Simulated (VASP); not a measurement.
# KCl (Pm-3m) in VASP: further runs, part 2 of 2

VASP 6.6.1.

## Step 3: Density of states, BLYP

File POSCAR:

```
KCl
1.0
    3.8391960000      0.0000000000      0.0000000000
    0.0000000000      3.8391960000      0.0000000000
    0.0000000000      0.0000000000      3.8391960000
K Cl
1 1
Cartesian
    0.0000000000      0.0000000000      0.0000000000
    1.9195980000      1.9195980000      1.9195980000
```

File INCAR.step1:

```
PREC = Accurate ; ENCUT = 700
EDIFF = 1E-6 ; ISMEAR = 0
SIGMA = 0.01 ; LREAL = False
LASPH = True ; NELM = 60
ALGO = Normal ; ISIF = 2
LWAVE = False ; LCHARG = True
GGA = B5 ; ALDAX = 1.0
AGGAX = 1.0 ; AGGAC = 1.0
ALDAC = 0.0 ; NBANDS = 20
```

File KPOINTS.step1:

```
regular mesh
0
Gamma
  7 7 7
```

File INCAR.step2:

```
PREC = Accurate ; ENCUT = 700
EDIFF = 1E-6 ; ISMEAR = -5
SIGMA = 0.01 ; LREAL = False
LASPH = True ; NELM = 60
ALGO = Normal ; ISIF = 2
LWAVE = False ; LCHARG = False
GGA = B5 ; ALDAX = 1.0
AGGAX = 1.0 ; AGGAC = 1.0
ALDAC = 0.0 ; LORBIT = 11
NBANDS = 20 ; NEDOS = 1001
ICHARG = 11
```

File KPOINTS.step2:

```
regular mesh
0
Gamma
  11 11 11
```

Potentials or basis: VASP PAW PBE potentials, release 64 (K_sv_GW, Cl_GW).

Launch:

```
cat potpaw_PBE.64/K_sv_GW/POTCAR potpaw_PBE.64/Cl_GW/POTCAR > POTCAR
cp INCAR.step1 INCAR
cp KPOINTS.step1 KPOINTS
mpirun -np 1 vasp_std > vasp.out
cp INCAR.step2 INCAR
cp KPOINTS.step2 KPOINTS
mpirun -np 1 vasp_std > vasp.out
```

Wall time 60 s (1 thread of Intel Xeon Platinum 8559C (Emerald Rapids), shared host); peak memory 0.26 GiB.

Results (log left out):

- Valence electrons inside the program's atomic spheres: K 7.97; Cl 5.10

Levels at points of the mesh, in eV from the valence-band top:
```tsv
k point	band 4	band 5	band 6	band 7	band 8	band 9	band 10	band 11	band 12	band 13
(0.00, 0.00, 0.00)	-11.51	-11.51	-0.19	-0.19	-0.19	4.83	6.57	6.57	10.42	10.42
```

States per cell in windows of 1 eV (zero at the valence-band top; states under -8 eV left out):
| from (eV) | total | Cl2_p | K1_s | K1_d | Cl2_s | K1_p | Cl2_d |
| --- | --- | --- | --- | --- | --- | --- | --- |
| -8.0 | 0.00 | 0.00 | 0.00 | 0.00 | 0.00 | 0.00 | 0.00 |
| -7.0 | 0.00 | 0.00 | 0.00 | 0.00 | 0.00 | 0.00 | 0.00 |
| -6.0 | 0.00 | 0.00 | 0.00 | 0.00 | 0.00 | 0.00 | 0.00 |
| -5.0 | 0.00 | 0.00 | 0.00 | 0.00 | 0.00 | 0.00 | 0.00 |
| -4.0 | 0.00 | 0.00 | 0.00 | 0.00 | 0.00 | 0.00 | 0.00 |
| -3.0 | 0.00 | 0.00 | 0.00 | 0.00 | 0.00 | 0.00 | 0.00 |
| -2.0 | 2.34 | 1.25 | 0.06 | 0.02 | 0.00 | 0.03 | 0.00 |
| -1.0 | 3.93 | 2.43 | 0.02 | 0.03 | 0.00 | 0.02 | 0.00 |
| 0.0 | 0.00 | 0.00 | 0.00 | 0.00 | 0.00 | 0.00 | 0.00 |
| 1.0 | 0.00 | 0.00 | 0.00 | 0.00 | 0.00 | 0.00 | 0.00 |
| 2.0 | 0.00 | 0.00 | 0.00 | 0.00 | 0.00 | 0.00 | 0.00 |
| 3.0 | 0.00 | 0.00 | 0.00 | 0.00 | 0.00 | 0.00 | 0.00 |
| 4.0 | 0.00 | 0.00 | 0.00 | 0.00 | 0.00 | 0.00 | 0.00 |
| 5.0 | 0.11 | 0.01 | 0.07 | 0.00 | 0.01 | 0.00 | 0.00 |
| 6.0 | 0.86 | 0.05 | 0.38 | 0.14 | 0.03 | 0.01 | 0.02 |
| 7.0 | 2.66 | 0.09 | 0.46 | 0.78 | 0.07 | 0.04 | 0.08 |

Caveat: the PAW data sets were made with another functional, which shifts forces and pressure a little.

## Step 4: Atomic charges, PBE-EpsX (atoms moved at random, drawn with an rms of 0.15 Å)

File POSCAR:

```
KCl
1.0
    3.8391960000      0.0000000000      0.0000000000
    0.0000000000      3.8391960000      0.0000000000
    0.0000000000      0.0000000000      3.8391960000
K Cl
1 1
Direct
    0.0180500000     -0.0083740000     -0.0012340000
    0.4824410000      0.5349060000      0.5219550000
```

File INCAR.step1:

```
PREC     = Accurate       # precision mode
ENCUT    = 520            # plane-wave cutoff, eV
EDIFF    = 1E-8           # SCF threshold, eV
ISMEAR   = -1             # smearing method
SIGMA    = 0.02           # smearing width, eV
LREAL    = F              # projectors in reciprocal space
LASPH    = T              # aspherical terms in the spheres
NELM     = 100            # most SCF steps
ALGO     = Normal         # electronic algorithm
ISIF     = 2              # what is computed and relaxed
LWAVE    = F              # write WAVECAR
LCHARG   = F              # write CHGCAR
GGA      = PE             # functional
LEPSILON = T              # dielectric tensor by DFPT
```

File KPOINTS.step1:

```
Automatic mesh
0
G
  7 7 7
  0 0 0
```

File INCAR.step2:

```
PREC     = Accurate       # precision mode
ENCUT    = 520            # plane-wave cutoff, eV
EDIFF    = 1E-5           # SCF threshold, eV
ISMEAR   = -1             # smearing method
SIGMA    = 0.02           # smearing width, eV
LREAL    = F              # projectors in reciprocal space
LASPH    = T              # aspherical terms in the spheres
NELM     = 100            # most SCF steps
ALGO     = Normal         # electronic algorithm
ISIF     = 2              # what is computed and relaxed
LWAVE    = T              # write WAVECAR
LCHARG   = F              # write CHGCAR
GGA      = PE             # functional
```

File KPOINTS.step2:

```
Automatic mesh
0
Gamma
  4 4 4
```

File INCAR.step3:

```
PREC     = Accurate       # precision mode
ENCUT    = 520            # plane-wave cutoff, eV
EDIFF    = 1E-6           # SCF threshold, eV
ISMEAR   = -1             # smearing method
SIGMA    = 0.02           # smearing width, eV
LREAL    = F              # projectors in reciprocal space
LASPH    = T              # aspherical terms in the spheres
NELM     = 100            # most SCF steps
ALGO     = Normal         # electronic algorithm
ISIF     = 2              # what is computed and relaxed
LWAVE    = F              # write WAVECAR
LCHARG   = F              # write CHGCAR
GGA      = PE             # functional
LHFCALC  = T              # exact exchange
AEXX     = 0.3939         # exact-exchange fraction
PRECFOCK = Fast         
HFRCUT   = -1           
LORBIT   = 11             # projections on sites
ISTART   = 1
```

File KPOINTS.step3:

```
Automatic mesh
0
Gamma
  4 4 4
```

Potentials or basis: VASP PAW PBE potentials, release 64 (K_sv, Cl).

Launch:

```
cat potpaw_PBE.64/K_sv/POTCAR potpaw_PBE.64/Cl/POTCAR > POTCAR
cp INCAR.step1 INCAR
cp KPOINTS.step1 KPOINTS
mpirun -np 1 vasp_std > vasp.out
cp INCAR.step2 INCAR
cp KPOINTS.step2 KPOINTS
mpirun -np 1 vasp_std > vasp.out
cp INCAR.step3 INCAR
cp KPOINTS.step3 KPOINTS
mpirun -np 1 vasp_std > vasp.out
```

Run time: 16 min. Hardware: 1 thread of Intel Xeon Platinum 8559C (Emerald Rapids), shared host; peak memory 0.47 GiB.

It converged, with:

```
Free energy                                           : -9.1323 eV
Pressure                                              : -0.4 GPa
Largest force                                         : 0.169 eV/Å
Band gap on the k mesh                                : 8.08 eV, indirect (least direct gap 8.30 eV)
Valence electrons inside the program's atomic spheres : K 7.62; Cl 5.17
```

Forces on the atoms (eV/Å):
```
K   -0.100  0.117  0.068
Cl   0.100 -0.117 -0.068
```

Stress tensor (GPa, compression positive):
```
-0.42 -0.29 -0.17
-0.29 -0.43  0.20
-0.17  0.20 -0.41
```

Levels at points of the mesh, in eV from the valence-band top:
| k point | band 5 | band 6 | band 7 | band 8 | band 9 | band 10 | band 11 | band 12 |
| --- | --- | --- | --- | --- | --- | --- | --- | --- |
| (0.00, 0.00, 0.00) | -12.59 | -0.23 | -0.23 | -0.22 | 8.08 | 10.08 | 10.13 | 14.82 |
| (0.50, 0.00, 0.00) | -12.50 | -1.92 | -0.22 | -0.21 | 11.07 | 11.58 | 11.85 | 13.36 |
| (0.00, 0.50, 0.00) | -12.50 | -1.92 | -0.22 | -0.21 | 11.08 | 11.58 | 11.87 | 13.43 |
| (0.00, 0.00, 0.50) | -12.50 | -1.92 | -0.22 | -0.21 | 11.05 | 11.59 | 11.82 | 13.26 |
| (0.50, 0.50, 0.00) | -12.54 | -1.34 | -1.34 | -0.01 | 9.58 | 10.88 | 12.79 | 12.84 |
| (0.00, 0.50, 0.50) | -12.55 | -1.34 | -1.34 | 0.00 | 9.58 | 10.90 | 12.79 | 12.82 |
| (0.50, 0.00, 0.50) | -12.55 | -1.34 | -1.34 | 0.00 | 9.59 | 10.92 | 12.79 | 12.81 |
| (0.50, 0.50, 0.50) | -12.78 | -1.44 | -1.44 | -1.43 | 12.01 | 12.09 | 12.17 | 13.99 |

Caveat: the PAW data sets were made with another functional, which shifts forces and pressure a little.

## Step 5: The reference run

An earlier run on the cell as given: functional PBEsol; potentials or basis VASP PAW PBE potentials, release 64 (K_sv, Cl); cutoff 520 eV; k mesh 7 × 7 × 7; occupations fermi-dirac, width 0.05 eV; no spin polarisation.

* Pressure: -1.4 GPa
* Band gap on the k mesh: 4.64 eV, indirect (least direct gap 4.83 eV)

## Step 6: Overview

| task | level | potentials or basis | cell | k mesh | cutoff (eV) | smearing | ladder | k mesh for the DOS | occupations for the DOS | grid for exact exchange (PRECFOCK) | exchange at q = 0 | other keys | gap on the mesh (eV) | pressure (GPa) |
| --- | --- | --- | --- | --- | --- | --- | --- | --- | --- | --- | --- | --- | --- | --- |
| band structure | r2SCAN | VASP PAW PBE potentials, release 64 (K_sv, Cl) | as given | 8 × 8 × 8 | 520 | gaussian 0.02 eV | free | - | - | - | - | - | 5.56 | -1.0 |
| density of states | BLYP | VASP PAW PBE potentials, release 64 (K_sv_GW, Cl_GW) | as given | 7 × 7 × 7 | 700 | gaussian 0.01 eV | - | 11 × 11 × 11 | tetrahedron | - | - | ENCUT = 700; NBANDS = 20 | - | - |
| atomic charges | PBE-EpsX | VASP PAW PBE potentials, release 64 (K_sv, Cl) | atoms moved at random, drawn with an rms of 0.15 Å | 4 × 4 × 4 | 520 | fermi-dirac 0.02 eV | - | - | - | Fast | truncated | - | 8.08 | -0.4 |
| single point | PBEsol | VASP PAW PBE potentials, release 64 (K_sv, Cl) | as given | 7 × 7 × 7 | 520 | fermi-dirac 0.05 eV | free | - | - | - | - | - | 4.64 | -1.4 |

Alike in all rows: no spin polarisation.

Caveats: the PAW data sets were made with another functional, which shifts forces and pressure a little; an odd mesh through Γ misses points on the zone boundary, where band edges often lie (some runs).

Total energies depend on the potentials used, so only differences within one code and one set of settings carry meaning.
